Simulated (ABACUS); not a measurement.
**Rh: equation of state with rSCAN**

**What was measured.**

“Thermal equation of state of rhodium characterized by XRD in a resistively heated diamond anvil cell”, 2024, pmc:11535440 quotes, for a bulk crystal of Rh: bulk modulus 264 ± 1 GPa.

The system is Rh.

```
CELL_PARAMETERS angstrom
0.00000 1.89785 1.89785
1.89785 0.00000 1.89785
1.89785 1.89785 0.00000
ATOMIC_POSITIONS crystal
Rh 0.00000 0.00000 0.00000
```

```
Program                                       : ABACUS 3.10.1
Task                                          : equation of state
Functional                                    : rSCAN
Potentials or basis                           : SG15 ONCV 1.2 PBE
Cutoff                                        : 1401 eV
Density cutoff                                : 5606 eV
Basis                                         : plane waves
k mesh                                        : 8 × 8 × 8
Occupations                                   : fermi-dirac, width 0.05 eV
Spin                                          : no spin polarisation
Radial cutoff of the potentials (pseudo_rcut) : 10 bohr
SCF threshold on the density                  : 1e-08
Max SCF steps                                 : 100
Eigensolver                                   : dav
Mixing                                        : broyden
Mixing share                                  : 0.7
Symmetry key                                  : 1
```

| Property | Result |
| --- | --- |
| Equilibrium volume | 13.62 Å³/atom |
| Bulk modulus | 289 GPa |
| Pressure derivative of the bulk modulus | 5.1 (rough: it moves with the points fitted) |

Energy against volume, from the lowest point:
```csv
volume (Å³/atom),energy (meV/atom)
12.851,41.00
13.398,0.00
13.945,2.99
14.492,40.39
```

All runs of the series together: 34 s on 4 threads of Intel(R) Xeon(R) 6975P-C (Granite Rapids), with other jobs on the host.

Against the measured bulk modulus of Rh, 264 GPa (quoted in “Thermal equation of state of rhodium characterized by XRD in a resistively heated diamond anvil cell”, 2024, pmc:11535440), the calculated 289 GPa is off by +9.3 %. The fit is for a static lattice scaled at fixed shape and fixed fractional positions.

Caveat: the potentials were made for another functional, which shifts forces and pressure.
